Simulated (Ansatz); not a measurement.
**(10−10) slab of wurtzite ZnS, 10.9 Å thick as cut, bare faces**

Aim: relax the faces, then place the frontier levels against the vacuum by PBEsol and HSE06.

Method: density functional theory in Ansatz 0.2.0, PAW datasets, plane waves.

## (1) Starting point

16 atoms (8 Zn, 8 S); a = 6.208 Å, b = 3.782 Å, c = 23.918 Å, α = 90.00°, β = 90.00°, γ = 90.00°. All atoms were shaken off their sites by about 0.02 Å along each axis.

Steps to follow: (2) PBEsol relaxation at a 4×6×1 mesh, on 1 × NVIDIA GB200 with 8 threads of Arm Neoverse-V2; (3) HSE06 single point at a 3×4×1 mesh, on 1 × NVIDIA GB200 with 8 threads of Arm Neoverse-V2.

Structure file:

```cif
data_structure
_symmetry_space_group_name_H-M 'P 1'
_symmetry_Int_Tables_number 1
_cell_length_a 6.2076
_cell_length_b 3.7822
_cell_length_c 23.9184
_cell_angle_alpha 90.000
_cell_angle_beta 90.000
_cell_angle_gamma 90.000
_cell_volume 561.58
loop_
_atom_site_label
_atom_site_type_symbol
_atom_site_fract_x
_atom_site_fract_y
_atom_site_fract_z
_atom_site_occupancy
Zn1 Zn 0.00385 0.99957 0.31563 1
Zn2 Zn 0.00495 0.49758 0.45423 1
Zn3 Zn 0.99856 0.00185 0.58955 1
Zn4 Zn 0.99990 0.50165 0.72971 1
Zn5 Zn 0.50077 0.49332 0.27210 1
Zn6 Zn 0.49960 0.98879 0.40886 1
Zn7 Zn 0.50004 0.49784 0.54638 1
Zn8 Zn 0.50709 0.00434 0.68296 1
S1 S 0.37486 0.99264 0.31648 1
S2 S 0.37195 0.50086 0.45468 1
S3 S 0.37423 0.00878 0.59158 1
S4 S 0.37354 0.49941 0.72726 1
S5 S 0.87370 0.50234 0.27268 1
S6 S 0.87571 0.00754 0.40837 1
S7 S 0.88009 0.51401 0.54636 1
S8 S 0.87492 0.00009 0.68224 1
```

## (2) Relaxing the atoms with PBEsol

Contents of in.yaml:

```yaml
crystal:
  lattice:
    - [0.000000, 0.000000, 6.207643]
    - [3.782247, 0.000000, 0.000000]
    - [0.000000, 23.918409, 0.000000]
  atoms:
    - { symbol: Zn, position: [0.003850, 0.999574, 0.315631] }
    - { symbol: Zn, position: [0.004952, 0.497585, 0.454226] }
    - { symbol: Zn, position: [0.998559, 0.001849, 0.589554] }
    - { symbol: Zn, position: [0.999901, 0.501647, 0.729705] }
    - { symbol: Zn, position: [0.500771, 0.493321, 0.272097] }
    - { symbol: Zn, position: [0.499602, 0.988793, 0.408855] }
    - { symbol: Zn, position: [0.500045, 0.497844, 0.546377] }
    - { symbol: Zn, position: [0.507085, 0.004341, 0.682956] }
    - { symbol: S, position: [0.374862, 0.992640, 0.316475] }
    - { symbol: S, position: [0.371946, 0.500855, 0.454684] }
    - { symbol: S, position: [0.374234, 0.008785, 0.591576] }
    - { symbol: S, position: [0.373543, 0.499406, 0.727259] }
    - { symbol: S, position: [0.873699, 0.502342, 0.272682] }
    - { symbol: S, position: [0.875706, 0.007537, 0.408374] }
    - { symbol: S, position: [0.880085, 0.514007, 0.546358] }
    - { symbol: S, position: [0.874917, 0.000088, 0.682237] }
kpoints:
  mp_grid: { grid: [4, 6, 1] }
hamiltonian:
  xc: pbesol
scf:
  occupations: { method: fermi_dirac, width: 0.01 }
relax:
  f_tol: 0.03
  max_steps: 80
  escape_saddle: false
  adjacent_minimum: "off"
output:
  forces: true
  eigenvalues: true
  populations: true
```

Run with:

```bash
$ ansatz run in.yaml --threads 8 --pin off --max-ram 118750MiB --runs-dir r --events-out ev --progress --plain --backend cuda --devices 0, --max-vram 170GiB
```

Further steps of the session: HSE06 single point.

**Question.** What will these runs give? Wanted: for each run, top filled to lowest empty; top filled below vacuum.

The runs gave:

```
             level         time  k points  top filled to lowest empty (eV)  top filled below vacuum (eV)
PBEsol, relaxation  3.4 s (GPU)     4×6×1                             2.23                          5.97
             HSE06   12 s (GPU)     3×4×1                             3.50                          6.65
```

```
     quantity                             value
   relaxation  5 recorded steps, 1.23 eV gained
largest shift                      0.66 Å (Zn4)
   mean bonds                      S–Zn 2.312 Å
```

**Reading.** The relaxation lowers the energy by 1.23 eV; the largest shift is 0.66 Å (Zn4). The relaxation ran on other k points, so part of any difference from the later rows can come from the mesh.
